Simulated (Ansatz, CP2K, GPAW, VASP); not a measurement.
## Sc: 5 runs at one level of theory

```
CELL_PARAMETERS angstrom
3.30900 0.00000 0.00000
-1.65450 2.86568 0.00000
0.00000 0.00000 5.27330
ATOMIC_POSITIONS crystal
Sc 0.66667 0.33333 0.75000
Sc 0.33333 0.66667 0.25000
```

Alike in all runs: task single point; functional RPBE; k mesh 9 × 9 × 5; occupations gaussian, width 0.05 eV; no spin polarisation; no spin-orbit coupling. Pressure is positive in compression and, in plane waves, holds the error of the finite cutoff, which Ansatz's Pulay term estimates and takes out.

```tsv
program and potentials	plane-wave cutoff (eV)	notes	pressure (GPa)
Ansatz, Ansatz PAW	420	potentials made for PBE, which Ansatz adapts in part; Pulay term of +0.03 GPa included	1.32
VASP, PBE PAW files Sc_sv_GW, 550 eV	550	potentials made for PBE	0.62
GPAW, the program's PAW data sets (release 1.2.1) made for this functional	600	-	1.19
Ansatz, all-electron LAPW, scalar-relativistic	-	-	1.32
CP2K, POTENTIAL_UZH Sc GTH-PBE-q11; TZVP-MOLOPT-PBE-GTH basis	-	atomic basis; potentials made for PBE	1.13
```

The pressure spans 0.62 (VASP, PBE PAW files Sc_sv_GW, 550 eV) to 1.32 GPa (Ansatz, Ansatz PAW), with all-electron results at 1.32. Some sets were made for another functional than the one run, which can shift their rows. Rows in atomic bases carry the error of their basis and grid, which can be large.

The functional is the same throughout but for its coding, so the spread measures potentials, basis and numerics; runs on potential files found faulty are left out.
